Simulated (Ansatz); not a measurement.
Born–Oppenheimer molecular dynamics of a periodic cell of 24 atoms, SnO2 (start crystal SnO2, start structure P4_2/mnm, volume 1.1 times the crystal's). It starts from an unrelaxed structure (largest force component 0.21 eV/Å).

All numbers below come from DFT PBEsol, scalar-relativistic, plane waves, PAW (Ansatz). Settings: accuracy low, PAW set soft_1, cutoff 420 eV, k mesh 3x3x3, fermi-dirac smearing 0.17 eV, no spin polarisation.

```json
{"ensemble": "NVT, Langevin thermostat", "time step": "1 fs", "steps asked": "110", "set temperature": "2000 K", "friction": "0.02 /fs", "seed": "86106"}
```

Frames 2 fs apart, positions in Å.

Velocities at 80 fs (Å/ps):

```
Sn -0.24 2.16 3.99
Sn 3.20 7.42 5.79
O 14.78 2.20 3.08
O -8.20 0.79 -0.14
O -12.83 7.93 3.16
O -10.16 3.04 -8.86
Sn -0.93 0.02 3.22
Sn 4.49 0.49 -4.29
O -2.90 12.59 -17.10
O 4.90 3.75 0.96
O 3.43 1.14 4.83
O -19.84 3.69 7.85
Sn 8.05 3.60 7.05
Sn -6.01 -5.02 -0.24
O 9.01 13.11 -0.80
O -10.31 9.54 12.07
O 9.22 -3.52 1.38
O -9.28 -4.97 -18.01
Sn -4.21 3.68 -2.07
Sn 0.40 0.61 5.83
O -0.11 -7.56 7.44
O -13.81 -9.87 -12.24
O 3.01 -17.94 11.28
O 9.01 5.57 6.51
```

```xyz
24
Lattice="-4.8903 -4.8903 0.0000 4.8903 -4.8903 0.0000 0.0000 0.0000 6.5785" Properties=species:S:1:pos:R:3 time_fs=80 energy_less_start_eV=4.496 T=1926
Sn -0.137 -4.872 0.081
Sn 2.454 -2.522 1.606
O 1.306 -3.228 -0.155
O 0.970 -0.722 1.580
O -1.530 -6.496 -0.168
O 3.530 -4.193 1.425
Sn -0.185 -4.703 3.371
Sn 2.454 -2.428 4.917
O 1.539 -3.479 3.252
O 0.789 -0.881 4.807
O -1.796 -6.338 3.283
O 3.743 -3.977 4.893
Sn -0.062 -0.210 -0.093
Sn -2.649 -2.374 1.825
O -3.995 -3.033 0.080
O 0.969 -5.572 1.648
O -1.470 -1.619 0.320
O -0.948 -3.951 1.725
Sn -0.186 0.071 3.166
Sn -2.591 -2.208 5.122
O -3.424 -3.321 3.558
O 0.573 -5.683 4.947
O -1.213 -1.599 3.390
O -1.282 -3.998 5.065
24
Lattice="-4.8903 -4.8903 0.0000 4.8903 -4.8903 0.0000 0.0000 0.0000 6.5785" Properties=species:S:1:pos:R:3 time_fs=82 energy_less_start_eV=4.562 T=1832
Sn -0.138 -4.869 0.089
Sn 2.461 -2.507 1.616
O 1.332 -3.227 -0.153
O 0.952 -0.715 1.577
O -1.566 -6.483 -0.155
O 3.517 -4.184 1.408
Sn -0.186 -4.704 3.377
Sn 2.460 -2.426 4.906
O 1.534 -3.455 3.216
O 0.793 -0.879 4.807
O -1.786 -6.331 3.286
O 3.705 -3.973 4.911
Sn -0.048 -0.204 -0.080
Sn -2.661 -2.382 1.826
O -3.980 -3.015 0.080
O 0.951 -5.559 1.678
O -1.449 -1.627 0.323
O -0.969 -3.959 1.690
Sn -0.195 0.081 3.161
Sn -2.590 -2.209 5.132
O -3.421 -3.341 3.571
O 0.547 -5.700 4.926
O -1.208 -1.639 3.407
O -1.264 -3.991 5.080
24
Lattice="-4.8903 -4.8903 0.0000 4.8903 -4.8903 0.0000 0.0000 0.0000 6.5785" Properties=species:S:1:pos:R:3 time_fs=84 energy_less_start_eV=4.655 T=1865
Sn -0.138 -4.866 0.097
Sn 2.467 -2.494 1.626
O 1.352 -3.230 -0.155
O 0.931 -0.701 1.574
O -1.606 -6.469 -0.135
O 3.506 -4.179 1.391
Sn -0.189 -4.707 3.387
Sn 2.464 -2.422 4.892
O 1.529 -3.432 3.181
O 0.793 -0.889 4.811
O -1.764 -6.316 3.284
O 3.673 -3.973 4.935
Sn -0.036 -0.196 -0.067
Sn -2.671 -2.389 1.825
O -3.961 -2.999 0.086
O 0.938 -5.550 1.714
O -1.429 -1.633 0.320
O -0.993 -3.968 1.659
Sn -0.201 0.092 3.156
Sn -2.588 -2.213 5.145
O -3.421 -3.357 3.579
O 0.527 -5.724 4.913
O -1.203 -1.679 3.417
O -1.247 -3.986 5.095
24
Lattice="-4.8903 -4.8903 0.0000 4.8903 -4.8903 0.0000 0.0000 0.0000 6.5785" Properties=species:S:1:pos:R:3 time_fs=86 energy_less_start_eV=4.749 T=1784
Sn -0.137 -4.864 0.103
Sn 2.474 -2.479 1.636
O 1.368 -3.231 -0.157
O 0.908 -0.683 1.573
O -1.639 -6.454 -0.115
O 3.499 -4.172 1.380
Sn -0.192 -4.708 3.400
Sn 2.466 -2.420 4.879
O 1.522 -3.408 3.154
O 0.796 -0.901 4.823
O -1.734 -6.302 3.283
O 3.652 -3.971 4.957
Sn -0.026 -0.189 -0.054
Sn -2.680 -2.394 1.823
O -3.941 -2.981 0.097
O 0.929 -5.545 1.756
O -1.416 -1.649 0.316
O -1.012 -3.975 1.633
Sn -0.204 0.103 3.152
Sn -2.587 -2.219 5.160
O -3.427 -3.373 3.581
O 0.511 -5.753 4.907
O -1.208 -1.721 3.427
O -1.226 -3.981 5.107
24
Lattice="-4.8903 -4.8903 0.0000 4.8903 -4.8903 0.0000 0.0000 0.0000 6.5785" Properties=species:S:1:pos:R:3 time_fs=88 energy_less_start_eV=4.837 T=1813
Sn -0.137 -4.864 0.106
Sn 2.477 -2.465 1.645
O 1.381 -3.228 -0.158
O 0.886 -0.669 1.576
O -1.663 -6.439 -0.088
O 3.503 -4.165 1.369
Sn -0.198 -4.708 3.413
Sn 2.470 -2.418 4.867
O 1.511 -3.389 3.137
O 0.800 -0.912 4.845
O -1.701 -6.287 3.280
O 3.637 -3.977 4.987
Sn -0.015 -0.182 -0.045
Sn -2.694 -2.398 1.817
O -3.912 -2.960 0.106
O 0.926 -5.542 1.793
O -1.406 -1.665 0.317
O -1.030 -3.978 1.615
Sn -0.208 0.113 3.150
Sn -2.583 -2.226 5.172
O -3.429 -3.389 3.579
O 0.499 -5.783 4.902
O -1.214 -1.764 3.436
O -1.199 -3.974 5.120
24
Lattice="-4.8903 -4.8903 0.0000 4.8903 -4.8903 0.0000 0.0000 0.0000 6.5785" Properties=species:S:1:pos:R:3 time_fs=90 energy_less_start_eV=4.909 T=1675
Sn -0.136 -4.864 0.108
Sn 2.479 -2.453 1.653
O 1.392 -3.231 -0.153
O 0.874 -0.661 1.578
O -1.687 -6.427 -0.048
O 3.510 -4.161 1.356
Sn -0.206 -4.710 3.427
Sn 2.473 -2.416 4.855
O 1.493 -3.369 3.118
O 0.809 -0.923 4.871
O -1.665 -6.270 3.263
O 3.628 -3.991 5.018
Sn -0.003 -0.177 -0.037
Sn -2.707 -2.399 1.810
O -3.881 -2.940 0.113
O 0.920 -5.541 1.830
O -1.396 -1.678 0.315
O -1.048 -3.981 1.604
Sn -0.212 0.119 3.148
Sn -2.576 -2.233 5.184
O -3.430 -3.406 3.565
O 0.496 -5.816 4.896
O -1.224 -1.805 3.446
O -1.169 -3.967 5.125
24
Lattice="-4.8903 -4.8903 0.0000 4.8903 -4.8903 0.0000 0.0000 0.0000 6.5785" Properties=species:S:1:pos:R:3 time_fs=92 energy_less_start_eV=5.008 T=1642
Sn -0.136 -4.864 0.107
Sn 2.483 -2.442 1.661
O 1.406 -3.237 -0.138
O 0.863 -0.651 1.581
O -1.701 -6.410 -0.009
O 3.514 -4.151 1.351
Sn -0.213 -4.714 3.441
Sn 2.477 -2.412 4.845
O 1.472 -3.351 3.105
O 0.819 -0.929 4.910
O -1.631 -6.250 3.236
O 3.620 -4.017 5.042
Sn 0.008 -0.173 -0.032
Sn -2.718 -2.401 1.802
O -3.856 -2.922 0.116
O 0.916 -5.547 1.859
O -1.388 -1.692 0.311
O -1.063 -3.977 1.606
Sn -0.213 0.124 3.144
Sn -2.569 -2.239 5.192
O -3.425 -3.421 3.549
O 0.499 -5.853 4.890
O -1.236 -1.842 3.456
O -1.144 -3.955 5.130
24
Lattice="-4.8903 -4.8903 0.0000 4.8903 -4.8903 0.0000 0.0000 0.0000 6.5785" Properties=species:S:1:pos:R:3 time_fs=94 energy_less_start_eV=5.115 T=1807
Sn -0.136 -4.866 0.107
Sn 2.487 -2.434 1.668
O 1.429 -3.247 -0.122
O 0.856 -0.639 1.586
O -1.709 -6.388 0.032
O 3.527 -4.144 1.351
Sn -0.220 -4.718 3.456
Sn 2.479 -2.410 4.835
O 1.452 -3.333 3.097
O 0.824 -0.927 4.950
O -1.596 -6.229 3.203
O 3.613 -4.054 5.059
Sn 0.019 -0.171 -0.027
Sn -2.727 -2.402 1.794
O -3.827 -2.911 0.117
O 0.914 -5.555 1.883
O -1.382 -1.707 0.298
O -1.087 -3.974 1.613
Sn -0.213 0.130 3.142
Sn -2.565 -2.246 5.199
O -3.419 -3.438 3.534
O 0.515 -5.888 4.891
O -1.253 -1.871 3.469
O -1.126 -3.943 5.127
24
Lattice="-4.8903 -4.8903 0.0000 4.8903 -4.8903 0.0000 0.0000 0.0000 6.5785" Properties=species:S:1:pos:R:3 time_fs=96 energy_less_start_eV=5.284 T=1768
Sn -0.137 -4.870 0.106
Sn 2.492 -2.424 1.676
O 1.454 -3.252 -0.106
O 0.858 -0.625 1.596
O -1.712 -6.356 0.078
O 3.542 -4.139 1.356
Sn -0.223 -4.724 3.471
Sn 2.480 -2.411 4.824
O 1.429 -3.314 3.100
O 0.829 -0.917 4.990
O -1.562 -6.214 3.173
O 3.615 -4.093 5.075
Sn 0.032 -0.169 -0.023
Sn -2.737 -2.402 1.788
O -3.799 -2.899 0.119
O 0.910 -5.567 1.904
O -1.377 -1.723 0.279
O -1.114 -3.960 1.624
Sn -0.215 0.137 3.141
Sn -2.559 -2.254 5.204
O -3.425 -3.455 3.514
O 0.538 -5.918 4.900
O -1.272 -1.895 3.486
O -1.111 -3.932 5.115
```

Of the whole run (110 fs, mean temperature of the second half 1673 K): The mean temperature of the second half is 16 % below the set value. A run of 0.11 ps of so small a system gives no equilibrium averages. Limits of this set-up: PAW files made for another functional, low accuracy level.

Run time: 24 min on 4 threads of Intel(R) Xeon(R) Platinum 8175M CPU @ 2.50GHz (Skylake/Cascade Lake), on a shared host, peak memory 1.8 GiB.
